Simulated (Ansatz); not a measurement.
# CoSi: the cost of one run

Computed with Ansatz 0.2.0 (DFT PBEsol, scalar-relativistic, plane waves, PAW, unless a step's input says otherwise).

1 further run of the same task is left out (set aside as unsound or not needed).

## (1) The starting structure

Symmetry: P4/mmm, No. 123, tetragonal system. Conventional cell: a = 2.859 Å, b = 2.859 Å, c = 2.869 Å, α = 90.00°, β = 90.00°, γ = 90.00°. Al (site symmetry 4/mmm) has 8 Ni at 2.48 Å as nearest neighbours. Ni (site symmetry 4/mmm) has 8 Al at 2.48 Å as nearest neighbours.

As a file:

```
CELL_PARAMETERS angstrom
2.02133 -2.02135 0.00000
2.02133 2.02135 0.00000
0.00000 0.00000 2.86941
ATOMIC_POSITIONS crystal
Al 0.00000 0.00000 0.00000
Ni 0.50000 0.50000 0.50000
```

It goes back to an entry of the Materials Project, which need not be the stable form.

This cell was relaxed beforehand with the same method: volume 11.72 Å³/atom, gap on the mesh none (metal).

## (2) The substitution Al → Si, Ni → Co

The start of CoSi: fractional positions of relaxed AlNi, cell scaled by 0.978, a guess from tabulated radii. Atoms that may carry a moment start with parallel spins.

## (3) A first look at the start (CoSi)

input.yaml reads:

```yaml
crystal:
  lattice:
    - [1.9773552725, -1.9773764835, 0.0]
    - [1.9773552725, 1.9773764835, 0.0]
    - [0.0, 0.0, 2.8069866265]
  atoms:
    - { symbol: Si, position: [0.0, 0.0, 0.0] }
    - { symbol: Co, position: [0.5, 0.5, 0.5], spin: 3.0 }
basis:
  ecutwfc: 420
kpoints:
  mp_grid: { grid: [6, 6, 6] }
hamiltonian:
  xc: pbesol
scf:
  occupations: { method: gaussian, width: 0.1 }
  lower_state_search: "off"
output:
  forces: true
  stress: true
  eigenvalues: true
  populations: true
magnetization:
  spin_polarized: true
```

Q: Estimate wall time and peak memory on 1 thread of an Arm CPU, shared host.

About 5.5 s, with a peak of 0.29 GiB.
